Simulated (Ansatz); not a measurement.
Ge under changes of volume

One of the cells (19.416 Å³/atom); the others are scaled copies at fixed shape and fractional positions:

```xyz
4
Lattice="0.0000 2.8857 5.1157 2.6305 0.0000 5.1157 2.6305 2.8857 0.0000" Properties=species:S:1:pos:R:3 pbc="T T T"
Ge    2.6305    4.1929    5.1157
Ge    2.6305    1.5786    5.1157
Ge    2.6305    2.8857    2.2318
Ge    2.6305    2.8857    7.9995
```

This isn't the form of Ge at room conditions, which is diamond.

```yaml
Program: Ansatz 0.2.0
Functional: PBEsol
Potentials_or_basis: Ansatz PAW
Cutoff: "420 eV (not typed: the program's choice for these potentials)"
k_mesh: 7 × 7 × 7
Occupations: fermi-dirac, width 0.05 eV
Spin: no spin polarisation
```

```tsv
volume (Å³/atom)	energy over the lowest point (meV/atom)	pressure (GPa)	largest force (eV/Å)
18.251	0.08	0.9	0.096
18.640	0.00	-0.8	0.076
19.028	3.66	-2.2	0.058
19.416	10.63	-3.5	0.043
19.805	?	?	?
20.193	33.04	-5.7	0.045
20.581	47.94	-6.6	0.047
```

Question: What does the run at 19.805 Å³/atom give?

Answer: Energy over the lowest point 20.52 meV/atom; pressure -4.6 GPa; largest force 0.043 eV/Å.

Worked out: A Birch-Murnaghan fit of order 3 (a polynomial in V^(-2/3)) to the other rows has its minimum at 18.45 Å³/atom with B0 = V·E''(V) = 77 GPa and B' = 4.4 at fixed shape and positions, which overstates the stiffness. It gives 20.53 meV/atom at 19.805 Å³/atom, against the run's 20.52, and -dE/dV = -4.7 GPa, against -4.6.

Energies are extrapolated to zero smearing.

Caveats: the PAW data sets come from PBE, with cores solved anew for the run's functional, which leaves a small shift of forces and pressure.
